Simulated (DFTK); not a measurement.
Crystal: HfC.

```
Hf C
1.0
     0.00000    2.32500    2.32500
     2.32500    0.00000    2.32500
     2.32500    2.32500    0.00000
Hf C
1 1
Direct
  0.50000 0.50000 0.50000
  0.00000 0.00000 0.00000
```

Base run:

```yaml
Program: DFTK 0.8.2
Functional: LDA
Potentials_or_basis: SG15 1.2 (PBE)
Cutoff: 1225 eV
k_mesh: 8 × 8 × 8
Occupations: fermi-dirac, width 0.05 eV
Spin: no spin polarisation
```

Its results: band gap on the k mesh none (metal or under the smearing width); pressure -15.0 GPa.

Task: The run is repeated on the same cell with these changes: functional from LDA to PBEsol. What comes out?

Result: Band gap on the k mesh none (metal or under the smearing width); pressure -6.3 GPa.

PBEsol binds less tightly than LDA, so the same cell stands under more pressure.

Caveats: the potentials were made for another functional, which shifts forces and pressure.

Not every run made on this cell is shown here.
